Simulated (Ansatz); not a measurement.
## Convergence of FeCo$_{3}$ with the smearing width on a coarse mesh

Theory: Ansatz 0.2.0, DFT PBEsol, scalar-relativistic, plane waves, PAW.

```
Fe Co
1.0
     3.53570    0.00000    0.00000
     0.00000    3.53570    0.00000
     0.00000    0.00000    3.53570
Fe Co
1 3
Cartesian
  0.0000 0.0000 0.0000
  1.7679 1.7679 0.0000
  1.7679 0.0000 1.7679
  0.0000 1.7679 1.7679
```

- plane-wave cutoff: 420 eV
- Γ-centred k-mesh: 6×6×6
- list of starting moments (μB, in atom order): 2.85 1.83 1.83 1.83
- check for lower electronic states after the SCF: on

The atoms are held and the smearing width on a coarse mesh is swept. Energies are extrapolated to zero smearing and count from the reference run, 12×12×12 Γ-centred mesh, Gaussian smearing 0.1 eV. The cell isn't necessarily relaxed at this level. Pressure is positive in compression.

```
rule, width (eV)  ΔE (meV/atom)  ΔF, free energy (meV/atom) P (GPa) cell moment (μB)
   Gaussian 0.01           7.27                        9.86    -7.11              7.62
   Gaussian 0.05           7.12                        9.03    -7.41              7.56
    Gaussian 0.1           7.29                        6.74    -7.53              7.54
    Gaussian 0.2           6.95                       -2.72    -7.99              7.42
    Gaussian 0.4           7.94                       -39.4    -8.61              7.15
```

Moments started parallel; other magnetic orders weren't tried and can lie lower.

Cost: 5 runs of about 0.42 core-minutes in all, on Intel Xeon 6975P-C (Granite Rapids) (shared hosts).